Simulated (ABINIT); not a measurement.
Runs of ABINIT 10.8.3 (patched build) on Sb. It takes space group P6_3/mmc (No. 194, hexagonal). The conventional cell has a = 3.355 Å, b = 3.355 Å, c = 5.470 Å, α = 90.00°, β = 90.00°, γ = 120.00°. Around Sb (site symmetry -6m2) lie 12 Sb at 3.35 Å. This isn't the form of Sb at room conditions, which is rhombohedral.

| level | gap on the mesh (eV) | pressure (GPa) | relaxed volume (Å³/atom) |
| --- | --- | --- | --- |
| AM05 | none | 0.0 | 25.83 |
| LDA | none | 0.0 | 25.64 |
| PBEsol | none | 0.0 | 26.06 |
| RPBE | none | 0.0 | (a) |
| PW91 | none | 0.0 | (b) |
| revPBE | none | 0.0 | 27.77 |

Alike in all rows: task relaxation of cell and atoms; potentials or basis JTH PAW PBE v2.0; no spin polarisation; cell relaxed; k mesh 9 × 9 × 5; cutoff (eV) 517; smearing fermi-dirac 0.05 eV.

Problem. Fill in the values left out.

Solution. (a) 27.96; (b) 27.53.

Caveats: the PAW data sets were made with another functional, which shifts forces and pressure a little.

A k mesh can miss the band edges, and the runs leave out spin-orbit coupling on Sb.

A gap of «none» marks a metal or a gap under the smearing width.

Runs at the PBE level aren't shown here.
